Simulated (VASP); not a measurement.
# O2C in VASP: further runs

One molecule, O2C, is run at these levels: PBE+D3(BJ), PBE; tasks: relaxation of the atoms, vibrations by finite differences, single point.

Program: VASP 6.6.1. These are calculated values, not measurements. Logs are shortened: lines on timing, memory, paths and dates and some standing lists are left out, and cuts for length are marked.

### Step 1. The molecule as given

The cell holds a molecule in a box, 3 atoms: a = 12.155 Å, b = 12.655 Å, c = 13.155 Å, α = 90.00°, β = 90.00°, γ = 90.00°.

### Step 2. Relaxation of the atoms, PBE+D3(BJ)

Input file INCAR:

```
PREC = Accurate
ENCUT = 400
EDIFF = 1E-6
ISMEAR = 0
SIGMA = 0.01
LREAL = False
LASPH = True
NELM = 60
ALGO = Normal
ISIF = 2
LWAVE = False
LCHARG = False
GGA = PE
IVDW = 12
IBRION = 2
NSW = 120
EDIFFG = -0.03
ISYM = 0
```

Input file KPOINTS:

```
regular mesh
0
Gamma
  1 1 1
```

Input file POSCAR:

```
CO2
1.0
   12.1554342666      0.0000000000      0.0000000000
    0.0000000000     12.6554342666      0.0000000000
    0.0000000000      0.0000000000     13.1554342666
O C
2 1
Selective dynamics
Direct
    0.4862752546      0.5649009670      0.4370815809  F F F
    0.5137244403      0.4430003210      0.5629181160  T T T
    0.5000003051      0.5039513278      0.5000003031  T T T
```

Potentials or basis: VASP PAW PBE potentials, release 64 (O, C).

Run with:

```sh
cat potpaw_PBE.64/O/POTCAR potpaw_PBE.64/C/POTCAR > POTCAR
mpirun -np 1 vasp_gam > vasp.out
```

OUTCAR:

```text
PREC = Accurate
   ENCUT = 400
   EDIFF = 1E-6
   ISMEAR = 0
   LREAL = False
   LASPH = True
   NELM = 60
   ISIF = 2
   GGA = PE
   IVDW = 12
   IBRION = 2
   NSW = 120
   EDIFFG = -0.03
   ISYM = 0
 IVDW          = 12

 ion  position               nearest neighbor table
   1  0.486  0.565  0.437-   3 1.14
   2  0.514  0.443  0.563-   3 1.14
   3  0.500  0.504  0.500-   1 1.14   2 1.14

IMPORTANT INFORMATION: All symmetrisations will be switched off!
NOSYMM: (Re-)initialisation of all symmetry stuff for point group C_1.

----------------------------------------------------------------------------------------

                                     Primitive cell

  volume of cell :    2023.7307

  direct lattice vectors                    reciprocal lattice vectors
    12.155434267  0.000000000  0.000000000     0.082267731  0.000000000  0.000000000
     0.000000000 12.655434267  0.000000000     0.000000000  0.079017439  0.000000000
     0.000000000  0.000000000 13.155434267     0.000000000  0.000000000  0.076014214

  length of vectors
    12.155434267 12.655434267 13.155434267     0.082267731  0.079017439  0.076014214

  position of ions in fractional coordinates (direct lattice)
     0.486275255  0.564900967  0.437081581
     0.513724440  0.443000321  0.562918116
     0.500000305  0.503951328  0.500000303

  ion indices of the primitive-cell ions
   primitive index   ion index
                 1           1
                 2           2
                 3           3

----------------------------------------------------------------------------------------

 KPOINTS: regular mesh

Automatic generation of k-mesh.
 Grid dimensions read from file:
 generate k-points for:    1    1    1

 Generating k-lattice:

  Cartesian coordinates                     Fractional coordinates (reciprocal lattice)
     0.082267731  0.000000000  0.000000000     1.000000000  0.000000000  0.000000000
     0.000000000  0.079017439  0.000000000     0.000000000  1.000000000  0.000000000
     0.000000000  0.000000000  0.076014214     0.000000000  0.000000000  1.000000000

  Length of vectors
     0.082267731  0.079017439  0.076014214

  Shift w.r.t. Gamma in fractional coordinates (k-lattice)
     0.000000000  0.000000000  0.000000000

 Subroutine IBZKPT returns following result:
 ===========================================

 Found      1 irreducible k-points:

 Following reciprocal coordinates:
            Coordinates               Weight
  0.000000  0.000000  0.000000      1.000000
   k-points           NKPTS =      1   k-points in BZ     NKDIM =      1   number of bands    NBANDS=     12
   number of dos      NEDOS =    301   number of ions     NIONS =      3
   total plane-waves  NPLWV = 604800
   dimension x,y,z NGX =    80 NGY =   84 NGZ =   90
   dimension x,y,z NGXF=   160 NGYF=  168 NGZF=  180
   ions per type =               2   1
   NGX,Y,Z   is equivalent  to a cutoff of  10.94, 11.03, 11.37 a.u.
   NGXF,Y,Z  is equivalent  to a cutoff of  21.88, 22.07, 22.75 a.u.
 SYSTEM =  unknown system
   PREC   = accura    normal or accurate (medium, high low for compatibility)
   ISTART =      0    job   : 0-new  1-cont  2-samecut
   ICHARG =      2    charge: 1-file 2-atom 10-const
   ISPIN  =      1    spin polarized calculation?
   LNONCOLLINEAR =      F non collinear calculations
   LSORBIT =      F    spin-orbit coupling
   LASPH  =      T    aspherical Exc in radial PAW
   ENCUT  =  400.0 eV  29.40 Ry    5.42 a.u.  19.82 20.64 21.45*2*pi/ulx,y,z
   NELM   =     60;   NELMIN=  2; NELMDL= -5     # of ELM steps
   EDIFF  = 0.1E-05   stopping-criterion for ELM
   LREAL  =      F    real-space projection
   EDIFFG = -.3E-01   stopping-criterion for IOM
   NSW    =    120    number of steps for IOM
   IBRION =      2    ionic relax: 0-MD 1-quasi-New 2-CG
   NFREE  =      1    steps in history (QN), initial steepest desc. (CG)
   ISIF   =      2    stress and relaxation
   ISYM   =      0    0-nonsym 1-usesym 2-fastsym
   POTIM  = 0.5000    time-step for ionic-motion
   TEBEG  =    0.0;   TEEND  =   0.0 temperature during run
   PSTRESS=    0.0 pullay stress
   NELECT =      16.0000    total number of electrons
   NUPDOWN=      -1.0000    fix difference up-down
   EMIN   =  10.00;   EMAX   =-10.00  energy-range for DOS
   EFERMI =   0.00;   METHOD = LEGACY
   ISMEAR =     0;   SIGMA  =   0.01  broadening in eV -4-tet -1-fermi 0-gaus
   EFERMI_NEDOS =   21; number of points for ismear=-14 and -15
   IALGO  =     38    algorithm
   IMIX   =      4    mixing-type and parameters
     AMIX     =   0.40;   BMIX     =  1.00
     AMIX_MAG =   1.60;   BMIX_MAG =  1.00
  volume/ion in A,a.u.               =     674.58      4552.27
  Fermi-wavevector in a.u.,A,eV,Ry     =   0.326135  0.616306  1.447170  0.106364
  Thomas-Fermi vector in A             =   1.217734
   LORBIT       =      0    0 simple, 1 ext, 2 COOP (PROOUT), +10 PAW based schemes
   GGA     = PE    functional components
   LHFCALC =     F    Hartree Fock is set to
   AEXX    =    0.0000 exact exchange contribution
   IVDW    =    12    specifies the selected vdW correction
   LEPSILON=     F    determine dielectric tensor
   LRPA    =     F    only Hartree local field effects (RPA)
 conjugate gradient relaxation of ions
 non-spin polarized calculation
 Gauss-broadening in eV      SIGMA  =   0.01
  energy-cutoff  :      400.00
  volume of cell :     2023.73
 maximum number of plane-waves:     18401
 NGX is ok and might be reduce to    80
   NGX = 39   NGY = 41   NGZ = 43

--------------------------------------- Ionic step        1  -------------------------------------------

 number of electron      16.0000005 magnetization

 Free energy of the ion-electron system (eV)
  ---------------------------------------------------
  ext. energy  EPLUGINS =         0.00000000
  ---------------------------------------------------
  free energy    TOTEN  =       -22.87996280 eV

  energy without entropy =      -22.87996280  energy(sigma->0) =      -22.87996280

------------------------ aborting loop because EDIFF is reached ----------------------------------------

 Edisp (eV)   -0.02566

 E8    (eV) :    -0.0078

  FORCE on cell =-STRESS in cart. coord.  units (eV):
  Direction    XX          YY          ZZ          XY          YZ          ZX
  --------------------------------------------------------------------------------------
  -------------------------------------------------------------------------------------
  Total      -1.34671     2.55962     3.18913    -0.88562    -4.38444     0.94772
  in kB      -1.06618     2.02644     2.52482    -0.70114    -3.47114     0.75031
  external pressure =        1.16 kB  Pullay stress =        0.00 kB

 VOLUME and BASIS-vectors are now :
 -----------------------------------------------------------------------------
  energy-cutoff  :      400.00
  volume of cell :     2023.73
      direct lattice vectors                 reciprocal lattice vectors
    12.155434267  0.000000000  0.000000000     0.082267731  0.000000000  0.000000000
     0.000000000 12.655434267  0.000000000     0.000000000  0.079017439  0.000000000
     0.000000000  0.000000000 13.155434267     0.000000000  0.000000000  0.076014214
[... 206 lines left out ...]
 POSITION                                       TOTAL-FORCE (eV/Angst)
 -----------------------------------------------------------------------------------
      5.91089      7.14907      5.75000         0.000354      0.000744      0.000943
      6.25320      5.56629      7.44838         0.103223     -0.478133      0.511255
      6.08260      6.35510      6.60201        -0.103578      0.477389     -0.512198
 -----------------------------------------------------------------------------------
    total drift:                                0.000754     -0.000549     -0.002272

  FREE ENERGIE OF THE ION-ELECTRON SYSTEM (eV)
  ---------------------------------------------------
  free  energy   TOTEN  =       -23.0234758422 eV

  energy  without entropy=      -23.0234758422  energy(sigma->0) =      -23.02347584

--------------------------------------- Ionic step        7  -------------------------------------------

 number of electron      15.9999995 magnetization

 Free energy of the ion-electron system (eV)
  ---------------------------------------------------
  ext. energy  EPLUGINS =         0.00000000
  ---------------------------------------------------
  free energy    TOTEN  =       -23.00045521 eV

  energy without entropy =      -23.00045521  energy(sigma->0) =      -23.00045521

 E-fermi :  -8.9013     XC(G=0):  -0.3976

 val. band max:       -8.9885816656   @ k =   0.0000   0.0000   0.0000
 cond. band min:      -0.9454395121   @ k =   0.0000   0.0000   0.0000
 fundamental gap:      8.0431421534
 Fermi energy:        -8.9012848070

 k-point     1 :       0.0000    0.0000    0.0000
  band No.  band energies     occupation
      1     -29.0748      2.00000
      2     -28.0657      2.00000
      3     -13.7120      2.00000
      4     -12.5527      2.00000
      5     -12.5525      2.00000
      6     -12.5218      2.00000
      7      -8.9888      2.00000
      8      -8.9886      2.00000
      9      -0.9454      0.00000
     10      -0.5116      0.00000
     11      -0.5110      0.00000
     12       0.2507      0.00000

------------------------ aborting loop because EDIFF is reached ----------------------------------------

 Edisp (eV)   -0.02556

 E8    (eV) :    -0.0077
[... 18 lines left out ...]
 POSITION                                       TOTAL-FORCE (eV/Angst)
 -----------------------------------------------------------------------------------
      5.91089      7.14907      5.75000         0.001779     -0.005548      0.007541
      6.25420      5.56168      7.45336         0.000006     -0.000927     -0.000682
      6.08255      6.35535      6.60174        -0.001785      0.006475     -0.006859
 -----------------------------------------------------------------------------------
    total drift:                                0.000822     -0.000880     -0.001586

  FREE ENERGIE OF THE ION-ELECTRON SYSTEM (eV)
  ---------------------------------------------------
  free  energy   TOTEN  =       -23.0260128828 eV

  energy  without entropy=      -23.0260128828  energy(sigma->0) =      -23.02601288

 reached required accuracy - stopping structural energy minimisation
```

Wall time 8.6 min (1 thread of Intel Xeon Platinum 8488C (Sapphire Rapids), shared host); peak memory 1.2 GiB.

Results:

```yaml
Free_energy: -23.0260 eV
Energy_gained_by_relaxing: 40.1 meV/atom
Ionic_steps: 7
Gap_between_the_frontier_levels: 8.04 eV
Dispersion_energy_per_atom: -0.009 eV
```

The path:
```csv
step,energy change (eV),largest force (eV/Å),pressure (GPa)
1,0.0000,3.7855,0.12
2,0.6699,11.0219,-0.32
3,-0.0640,3.6733,-0.01
4,-0.0202,3.9071,-0.25
5,-0.1200,0.2680,-0.12
6,-0.1179,0.7078,-0.09
7,-0.1204,0.0096,-0.11
```

Final structure:
```
O C
1.0
    12.15543    0.00000    0.00000
     0.00000   12.65543    0.00000
     0.00000    0.00000   13.15543
O C
2 1
Direct
  0.48628 0.56490 0.43708
  0.51452 0.43947 0.56656
  0.50040 0.50218 0.50183
```

Caveat: the cutoff is under 1.25 times the usual one of these potentials, so pressure, stress and relaxed cells hold a basis-set (Pulay) error; the standard files for N, O and F lose accuracy on very short bonds.

### Step 3. Vibrations by finite differences, PBE+D3(BJ)

Input file INCAR:

```
SYSTEM = CO2
PREC = Accurate ; ENCUT = 400
EDIFF = 1E-7 ; ISMEAR = 0
SIGMA = 0.01 ; LREAL = .False.
LASPH = .True. ; NELM = 60
ALGO = Normal ; ISIF = 2
LWAVE = .False. ; LCHARG = .False.
GGA = PE ; IVDW = 12
NBANDS = 15 ; IBRION = 5
NFREE = 2 ; POTIM = 0.015
NSW = 1 ; ISYM = 0
```

Input file KPOINTS:

```
regular mesh
0
Gamma
  1 1 1
  0 0 0
```

Input file POSCAR:

```
CO2                                     
1.0
   12.1554342666      0.0000000000      0.0000000000
    0.0000000000     12.6554342666      0.0000000000
    0.0000000000      0.0000000000     13.1554342666
  O               C             
     2     1
Selective dynamics
Direct
0.4862752546000024  0.5649009669999998  0.4370815808999993  T T T
0.5145190010538141  0.4394693769731018  0.5665609947452034  T T T
0.5003978090330230  0.5021838403536526  0.5018258090840079  T T T
```

Potentials or basis: VASP PAW PBE potentials, release 64 (O, C).

Run with:

```sh
cat potpaw_PBE.64/O/POTCAR potpaw_PBE.64/C/POTCAR > POTCAR
mpirun -np 1 vasp_gam > vasp.out
```

Run time: 27 min. Hardware: 1 thread of Intel Xeon Platinum 8488C (Sapphire Rapids), shared host; peak memory 1.2 GiB.

It converged, with:

```
Highest phonon frequency at Γ, LO-TO splitting left out : 2359 cm⁻¹
Most unstable mode                                      : 28i cm⁻¹
Dispersion energy per atom                              : -0.009 eV
```

Phonon frequencies in cm⁻¹ (negative: imaginary):
```csv
q point,frequencies
"(0.000, 0.000, 0.000)",-28 -4 0 9 11 630 632 1316 2359
```

Caveat: the cutoff is under 1.25 times the usual one of these potentials, so pressure, stress and relaxed cells hold a basis-set (Pulay) error; some modes are imaginary; the standard files for N, O and F lose accuracy on very short bonds.

### Step 4. Single point, PBE

Input file INCAR:

```
SYSTEM = CO2
PREC = Accurate ; ENCUT = 400
EDIFF = 1E-6 ; ISMEAR = 0
SIGMA = 0.01 ; LREAL = .False.
LASPH = .True. ; NELM = 60
ALGO = Normal ; ISIF = 2
LWAVE = .False. ; LCHARG = .False.
GGA = PE ; NBANDS = 15
ISYM = 0
```

KPOINTS is that of step 3.

Input file POSCAR:

```
CO2                                     
1.0
   12.1554342666      0.0000000000      0.0000000000
    0.0000000000     12.6554342666      0.0000000000
    0.0000000000      0.0000000000     13.1554342666
  O               C             
     2     1
Selective dynamics
Direct
     0.4862752546000024    0.5649009669999998    0.4370815808999993   F   F   F
     0.5145190010538141    0.4394693769731018    0.5665609947452034   T   T   T
     0.5003978090330230    0.5021838403536526    0.5018258090840079   T   T   T
```

Run with:

```sh
cat potpaw_PBE.64/O/POTCAR potpaw_PBE.64/C/POTCAR > POTCAR
mpirun -np 1 vasp_gam > vasp.out
```

Wall time 99 s (1 thread of Intel Xeon Platinum 8488C (Sapphire Rapids), shared host); peak memory 1 GiB.

It converged, with:

- Free energy: -23.0005 eV
- Largest force: 0.010 eV/Å
- Gap between the frontier levels: 8.04 eV

Forces in eV/Å, atoms in the order of the input:
```
O    0.002 -0.005  0.006
O    0.000 -0.002  0.000
C   -0.002  0.007 -0.007
```

Levels at points of the mesh, in eV from the valence-band top:
```tsv
k point	band 6	band 7	band 8	band 9	band 10	band 11
(0.00, 0.00, 0.00)	-3.53	0.00	0.00	8.04	8.48	8.48
```

Caveat: the cutoff is under 1.25 times the usual one of these potentials, so pressure, stress and relaxed cells hold a basis-set (Pulay) error; the standard files for N, O and F lose accuracy on very short bonds. Expect the measured gap to be larger: semilocal functionals such as PBE lack the derivative discontinuity.

### Step 5. Overview

```tsv
task	level	cell	atoms held fixed (from 0)	gap on the mesh (eV)
relaxation of the atoms	PBE+D3(BJ)	atoms relaxed	[0]	8.04
vibrations by finite differences	PBE+D3(BJ)	as given	-	-
single point	PBE	as given	-	8.04
```

Alike in all rows: potentials or basis VASP PAW PBE potentials, release 64 (O, C); no spin polarisation; k mesh 1 × 1 × 1; cutoff (eV) 400; smearing gaussian 0.01 eV.

Caveats: the cutoff is under 1.25 times the usual one of these potentials, so pressure, stress and relaxed cells hold a basis-set (Pulay) error; the standard files for N, O and F lose accuracy on very short bonds; some modes are imaginary (some runs).

Absolute energies hang on the potentials; compare differences alone.
